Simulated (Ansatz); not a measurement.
## What a trial cell of CoSn relaxes into

Computed with Ansatz, DFT PBE, scalar-relativistic, plane waves, PAW. Cutoff 420 eV, Γ-centred k mesh, Gaussian smearing, no spin polarisation in the final step.

CoSn was placed on the zinc blende structure type (F-43m, No. 216), with Co in place of Zn, Sn in place of S, at a guessed volume.

```
CELL_PARAMETERS angstrom
0.00000 2.60110 2.60110
2.60110 0.00000 2.60110
2.60110 2.60110 0.00000
ATOMIC_POSITIONS crystal
Co 0.00000 0.00000 0.00000
Sn 0.75000 0.75000 0.75000
```

Cell and atoms relax at zero pressure; the relaxation can't lower the symmetry of the start. After a coarse first stage the cell is made exact in the group found at 0.06 Å.

The zero of energy is the elements' standard structures at the same level; no fitted shifts are applied.

(1) Which crystal results?

(2) What are its volume, energy, density and gap?

## Answers

(1) It keeps F-43m (No. 216). The result has the zinc blende structure. Conventional cell: a = 5.728 Å. Around Co lie 4 Sn at 2.48 Å; around Sn lie 4 Co at 2.48 Å.

Space group F-43m (No. 216). a = 5.728 Å, b = 5.728 Å, c = 5.728 Å, α = 90.00°, β = 90.00°, γ = 90.00°
```tsv
atom	site	symmetry	x	y	z
Co	4a	-43m	0.0000	0.0000	0.0000
Sn	4c	-43m	0.2500	0.2500	0.2500
```

(2) The volume per atom is 23.49 Å³, the density is 6.28 g/cm³ and the energy over the elements is 0.76 eV/atom. The gap on the 16×16×16 mesh is 0 eV (a metal).

The final run used a 16×16×16 mesh on its 2-atom cell and 0.10 eV smearing. The k mesh leaves about 4 meV/atom of noise in metals. Symmetry constrained the relaxation, so the result can be a saddle point. The steps took about 28 core-seconds in all.

Cost: 3 runs of about 0.46 core-minutes in all, on Intel Xeon 6975P-C (Granite Rapids) (shared hosts).